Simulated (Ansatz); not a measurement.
# AlCu: the cost of one run

Method: DFT PBEsol, scalar-relativistic, plane waves, PAW, in Ansatz 0.2.0.

1 further run of the same task is left out (set aside as unsound or not needed). Runs told in other sessions of the task aren't counted.

### Step 1. The structure to begin with

It takes space group Pm-3m (No. 221, cubic). Conventional cell: a = 2.956 Å, b = 2.956 Å, c = 2.956 Å, α = 90.00°, β = 90.00°, γ = 90.00°. Al (site symmetry m-3m) is surrounded by 8 Cu at 2.56 Å. Cu (site symmetry m-3m) is surrounded by 8 Al at 2.56 Å.

Coordinates:

```cif
data_structure
_symmetry_space_group_name_H-M 'P 1'
_symmetry_Int_Tables_number 1
_cell_length_a 2.9560
_cell_length_b 2.9560
_cell_length_c 2.9560
_cell_angle_alpha 90.000
_cell_angle_beta 90.000
_cell_angle_gamma 90.000
_cell_volume 25.83
loop_
_atom_site_label
_atom_site_type_symbol
_atom_site_fract_x
_atom_site_fract_y
_atom_site_fract_z
_atom_site_occupancy
Al1 Al 0.00000 0.00000 0.00000 1
Cu1 Cu 0.50000 0.50000 0.50000 1
```

It goes back to an entry of the Materials Project, which need not be the stable form.

This cell was relaxed beforehand with the same method: volume 12.91 Å³/atom, gap on the mesh none (metal).

### Step 2. Zero of the scan

Contents of input.yaml:

```yaml
crystal:
  lattice:
    - [2.9560037103, 0.0, 0.0]
    - [0.0, 2.9560037103, 0.0]
    - [0.0, 0.0, 2.9560037103]
  atoms:
    - { symbol: Al, position: [0.0, 0.0, 0.0] }
    - { symbol: Cu, position: [0.5, 0.5, 0.5] }
basis:
  ecutwfc: 420
kpoints:
  mp_grid: { grid: [20, 20, 20] }
hamiltonian:
  xc: pbesol
scf:
  occupations: { method: gaussian, width: 0.15 }
output:
  forces: true
  stress: true
  eigenvalues: true
```

Run with:

```console
$ ansatz run input.yaml --threads 1 --pin off --max-ram 2560MiB --backend cpu --events-out ev --progress --plain --runs-dir out
```

**Question.** How long does this run take on 1 thread of AMD EPYC 9R45 (Zen 5), shared host, and how much memory does it need?

About 1.8 s, with a peak of 0.41 GiB.
